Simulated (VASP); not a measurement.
# N (P6_3/mmc) in VASP: notebook

The runs below take N through single point, with r2SCAN.

Program: VASP 6.6.1. These are calculated values, not measurements. Logs are shortened: lines on timing, memory, paths and dates and some standing lists are left out, and cuts for length are marked.

**1. The structure**

It takes space group P6_3/mmc (No. 194, hexagonal). The conventional cell has a = 2.564 Å, b = 2.564 Å, c = 2.441 Å, α = 90.00°, β = 90.00°, γ = 120.00°. N (site symmetry -6m2) is surrounded by 6 N at 1.92 Å.

The real solid is made of molecules; this cell is a model form.

**2. Single point, r2SCAN**

The input, POSCAR:

```
N
1.0
    2.5641627281      0.0000000000      0.0000000000
   -1.2820813640      2.2206300620      0.0000000000
    0.0000000000      0.0000000000      2.4406973209
N
2
Direct
    0.6666666667      0.3333333333      0.2500000000
    0.3333333333      0.6666666667      0.7500000000
```

The input, INCAR.step1:

```
SYSTEM = N
ALGO = Normal
EDIFF = 1E-4
ENCUT = 520
GGA = PE
ISMEAR = 0
LASPH = .True.
LCHARG = .False.
LREAL = .False.
LWAVE = .True.
NBANDS = 12
NELM = 100
PREC = Accurate
SIGMA = 0.1
```

The input, INCAR.step2:

```
SYSTEM = N
ALGO = Normal
EDIFF = 1E-6
ENCUT = 520
ISIF = 2
ISMEAR = 0
ISTART = 1
LASPH = .True.
LCHARG = .False.
LMIXTAU = .True.
LREAL = .False.
LWAVE = .False.
METAGGA = R2SCAN
NBANDS = 12
NELM = 100
PREC = Accurate
SIGMA = 0.1
```

The input, KPOINTS:

```
k-points
0
Gamma
  18 18 18
  0 0 0
```

Potentials or basis: VASP PAW PBE potentials, release 64 (N).

The run is started by

```
cat potpaw_PBE.64/N/POTCAR > POTCAR
cp INCAR.step1 INCAR
mpirun -np 1 vasp_std > vasp.out
cp INCAR.step2 INCAR
mpirun -np 1 vasp_std > vasp.out
```

OUTCAR:

```text
SYSTEM = N
   EDIFF = 1E-6
   ENCUT = 520
   ISIF = 2
   ISMEAR = 0
   ISTART = 1
   LASPH = .True.
   LREAL = .False.
   METAGGA = R2SCAN
   NELM = 100
   PREC = Accurate

 ion  position               nearest neighbor table
   1  0.667  0.333  0.250-
   2  0.333  0.667  0.750-

  LATTYP: Found a hexagonal cell.
 ALAT       =     2.5641627281
 C/A-ratio  =     0.9518496210

  Lattice vectors:

 A1 = (   2.5641627281,   0.0000000000,   0.0000000000)
 A2 = (  -1.2820813640,   2.2206300620,   0.0000000000)
 A3 = (   0.0000000000,   0.0000000000,   2.4406973209)

Analysis of symmetry for initial positions (statically):
=====================================================================
 Subroutine PRICEL returns:
 Original cell was already a primitive cell.

 Routine SETGRP: Setting up the symmetry group for a
 hexagonal supercell.

 Subroutine GETGRP returns: Found 24 space group operations
 (whereof 12 operations were pure point group operations)
 out of a pool of 24 trial point group operations.

The static configuration has the point symmetry D_3d.
 The point group associated with its full space group is D_6h.

Analysis of symmetry for dynamics (positions and initial velocities):
=====================================================================
 Subroutine PRICEL returns:
 Original cell was already a primitive cell.

 Routine SETGRP: Setting up the symmetry group for a
 hexagonal supercell.

 Subroutine GETGRP returns: Found 24 space group operations
 (whereof 12 operations were pure point group operations)
 out of a pool of 24 trial point group operations.

The dynamic configuration has the point symmetry D_3d.
 The point group associated with its full space group is D_6h.

 Subroutine INISYM returns: Found 24 space group operations
 (whereof 12 operations are pure point group operations),
 and found     1 'primitive' translations

----------------------------------------------------------------------------------------

                                     Primitive cell

  volume of cell :      13.8975

  direct lattice vectors                    reciprocal lattice vectors
     2.564162728  0.000000000  0.000000000     0.389990849  0.225161322  0.000000000
    -1.282081364  2.220630062  0.000000000     0.000000000  0.450322644  0.000000000
     0.000000000  0.000000000  2.440697321     0.000000000  0.000000000  0.409718973

  length of vectors
     2.564162728  2.564162728  2.440697321     0.450322644  0.450322644  0.409718973

  position of ions in fractional coordinates (direct lattice)
     0.666666667  0.333333333  0.250000000
     0.333333333  0.666666667  0.750000000

  ion indices of the primitive-cell ions
   primitive index   ion index
                 1           1
                 2           2

----------------------------------------------------------------------------------------

 KPOINTS: k-points

Automatic generation of k-mesh.
 Grid dimensions read from file:
 generate k-points for:   18   18   18

 Generating k-lattice:

  Cartesian coordinates                     Fractional coordinates (reciprocal lattice)
     0.021666158  0.012508962  0.000000000     0.055555556  0.000000000  0.000000000
     0.000000000  0.025017925  0.000000000     0.000000000  0.055555556  0.000000000
     0.000000000  0.000000000  0.022762165     0.000000000  0.000000000  0.055555556

  Length of vectors
     0.025017925  0.025017925  0.022762165

  Shift w.r.t. Gamma in fractional coordinates (k-lattice)
     0.000000000  0.000000000  0.000000000

 Subroutine IBZKPT returns following result:
 ===========================================

 Found    370 irreducible k-points:

 Following reciprocal coordinates:
            Coordinates               Weight
  0.000000  0.000000  0.000000      1.000000
  0.055556  0.000000  0.000000      6.000000
  0.111111  0.000000  0.000000      6.000000
  0.166667  0.000000  0.000000      6.000000
  0.222222 -0.000000  0.000000      6.000000
  0.277778  0.000000  0.000000      6.000000
[... 16 lines left out ...]
  0.333333  0.111111  0.000000     12.000000
  0.388889  0.111111  0.000000     12.000000
 [... further k-points ...]
   k-points           NKPTS =    370   k-points in BZ     NKDIM =    370   number of bands    NBANDS=     12
   number of dos      NEDOS =    301   number of ions     NIONS =      2
   total plane-waves  NPLWV =   7200
   dimension x,y,z NGX =    20 NGY =   20 NGZ =   18
   dimension x,y,z NGXF=    40 NGYF=   40 NGZF=   36
   ions per type =               2
   NGX,Y,Z   is equivalent  to a cutoff of  12.97, 12.97, 12.26 a.u.
   NGXF,Y,Z  is equivalent  to a cutoff of  25.93, 25.93, 24.52 a.u.
 SYSTEM =  N
   PREC   = accura    normal or accurate (medium, high low for compatibility)
   ISTART =      1    job   : 0-new  1-cont  2-samecut
   ICHARG =      0    charge: 1-file 2-atom 10-const
   ISPIN  =      1    spin polarized calculation?
   LNONCOLLINEAR =      F non collinear calculations
   LSORBIT =      F    spin-orbit coupling
   LASPH  =      T    aspherical Exc in radial PAW
   ENCUT  =  520.0 eV  38.22 Ry    6.18 a.u.   4.77  4.77  4.54*2*pi/ulx,y,z
   NELM   =    100;   NELMIN=  2; NELMDL=  0     # of ELM steps
   EDIFF  = 0.1E-05   stopping-criterion for ELM
   LREAL  =      F    real-space projection
   EDIFFG = 0.1E-04   stopping-criterion for IOM
   NSW    =      0    number of steps for IOM
   IBRION =     -1    ionic relax: 0-MD 1-quasi-New 2-CG
   NFREE  =      0    steps in history (QN), initial steepest desc. (CG)
   ISIF   =      2    stress and relaxation
   ISYM   =      2    0-nonsym 1-usesym 2-fastsym
   POTIM  = 0.5000    time-step for ionic-motion
   TEBEG  =    0.0;   TEEND  =   0.0 temperature during run
   PSTRESS=    0.0 pullay stress
   NELECT =      10.0000    total number of electrons
   NUPDOWN=      -1.0000    fix difference up-down
   EMIN   =  10.00;   EMAX   =-10.00  energy-range for DOS
   EFERMI =   0.00;   METHOD = LEGACY
   ISMEAR =     0;   SIGMA  =   0.10  broadening in eV -4-tet -1-fermi 0-gaus
   EFERMI_NEDOS =   21; number of points for ismear=-14 and -15
   IALGO  =     38    algorithm
   IMIX   =      4    mixing-type and parameters
     AMIX     =   0.40;   BMIX     =  1.00
     AMIX_MAG =   1.60;   BMIX_MAG =  1.00
  volume/ion in A,a.u.               =       6.95        46.89
  Fermi-wavevector in a.u.,A,eV,Ry     =   1.466998  2.772225 29.280878  2.152084
  Thomas-Fermi vector in A             =   2.582669
   LORBIT       =      0    0 simple, 1 ext, 2 COOP (PROOUT), +10 PAW based schemes
   METAGGA = R2SCAN    functional components
   LHFCALC =     F    Hartree Fock is set to
   AEXX    =    0.0000 exact exchange contribution
   IVDW    =     0    specifies the selected vdW correction
   LEPSILON=     F    determine dielectric tensor
   LRPA    =     F    only Hartree local field effects (RPA)
 non-spin polarized calculation
 Gauss-broadening in eV      SIGMA  =   0.10
  energy-cutoff  :      520.00
  volume of cell :       13.90
 maximum number of plane-waves:       399
 NGX is ok and might be reduce to    20
   NGX =  9   NGY =  9   NGZ =  9

 number of electron      10.0000001 magnetization

 Free energy of the ion-electron system (eV)
  ---------------------------------------------------
  ext. energy  EPLUGINS =         0.00000000
  ---------------------------------------------------
  free energy    TOTEN  =       -10.70041271 eV

  energy without entropy =      -10.69691719  energy(sigma->0) =      -10.69866495

 E-fermi :   6.4337     XC(G=0): -13.7907

 val. band max:        6.4264710419   @ k =   0.2778   0.1667   0.3889
 cond. band min:       6.4390749819   @ k =   0.2778   0.1667   0.0556
 fundamental gap:      0.0126039400
 Fermi energy:         6.4337088255

 k-point     1 :       0.0000    0.0000    0.0000
  band No.  band energies     occupation
      1     -16.3934      2.00000
      2      -0.1043      2.00000
      3       1.8531      2.00000
      4       3.7861      2.00000
      5       3.7861      2.00000
      6       9.2995      0.00000
      7       9.2995      0.00000
      8      12.8136      0.00000
      9      22.0965      0.00000
     10      24.9184      0.00000
     11      32.6879      0.00000
     12      32.6879      0.00000

 k-point     2 :       0.0556    0.0000    0.0000
  band No.  band energies     occupation
      1     -16.3196      2.00000
      2      -0.3582      2.00000
      3       1.9137      2.00000
      4       3.6650      2.00000
      5       3.8332      2.00000
      6       9.2696      0.00000
      7       9.4228      0.00000
      8      12.7147      0.00000
      9      22.2745      0.00000
     10      24.8862      0.00000
     11      32.7930      0.00000
     12      32.8025      0.00000

 k-point     3 :       0.1111    0.0000    0.0000
  band No.  band energies     occupation
      1     -16.0992      2.00000
      2      -1.0570      2.00000
      3       2.0939      2.00000
      4       3.3446      2.00000
      5       3.9362      2.00000
      6       9.1960      0.00000
      7       9.7459      0.00000
      8      12.4253      0.00000
      9      22.7674      0.00000
     10      24.7717      0.00000
     11      33.1430      0.00000
     12      33.1548      0.00000
[... 286 lines left out ...]
 k-point    23 :       0.3333    0.1111    0.0000
  band No.  band energies     occupation
      1     -12.8395      2.00000
      2      -7.2712      2.00000
      3       0.1302      2.00000
      4       4.5821      2.00000
      5       5.1648      2.00000
      6       9.0226      0.00000
      7       9.2562      0.00000
      8      11.4462      0.00000
      9      22.0746      0.00000
     10      28.8416      0.00000
     11      33.3036      0.00000
     12      35.3437      0.00000

 k-point    24 :       0.3889    0.1111    0.0000
  band No.  band energies     occupation
      1     -12.0666      2.00000
      2      -8.2910      2.00000
      3      -0.1011      2.00000
      4       5.0838      2.00000
      5       5.2215      2.00000
      6       8.4351      0.00000
      7       9.3052      0.00000
      8      11.5672      0.00000
      9      21.7259      0.00000
     10      30.1227      0.00000
     11      32.8333      0.00000
     12      34.8261      0.00000

 [... further k-points ...]

------------------------ aborting loop because EDIFF is reached ----------------------------------------

  FORCE on cell =-STRESS in cart. coord.  units (eV):
  Direction    XX          YY          ZZ          XY          YZ          ZX
  --------------------------------------------------------------------------------------
  -------------------------------------------------------------------------------------
  Total       -0.0114353     -0.0114353      0.0017331     -0.0000000      0.0000000      0.0000000
  in kB       -1.3183275     -1.3183275      0.1998028     -0.0000000      0.0000000      0.0000000
  external PRESSURE =      -0.8122840 kB  Pullay stress =       0.0000000 kB

 VOLUME and BASIS-vectors are now :
 -----------------------------------------------------------------------------
  energy-cutoff  :      520.00
  volume of cell :       13.90
      direct lattice vectors                 reciprocal lattice vectors
     2.564162728  0.000000000  0.000000000     0.389990849  0.225161322  0.000000000
    -1.282081364  2.220630062  0.000000000     0.000000000  0.450322644  0.000000000
     0.000000000  0.000000000  2.440697321     0.000000000  0.000000000  0.409718973

 POSITION                                       TOTAL-FORCE (eV/Angst)
 -----------------------------------------------------------------------------------
      1.28208      0.74021      0.61017        -0.000000     -0.000000      0.000000
     -0.00000      1.48042      1.83052         0.000000      0.000000      0.000000
 -----------------------------------------------------------------------------------
    total drift:                                0.000000     -0.000000      0.000000

  FREE ENERGIE OF THE ION-ELECTRON SYSTEM (eV)
  ---------------------------------------------------
  free  energy   TOTEN  =       -10.7004127122 eV

  energy  without entropy=      -10.6969171889  energy(sigma->0) =      -10.69866495
```

Wall time 1.8 min (1 thread of Intel Xeon Platinum 8488C (Sapphire Rapids), shared host); peak memory 0.15 GiB.

What came out:

* Free energy: -10.7004 eV
* Pressure: -0.1 GPa
* Band gap on the k mesh: none (metal or under the smearing width)

Caveat: the PAW data sets were made with another functional, which shifts forces and pressure a little.

(Continued in part 2 of 2.)
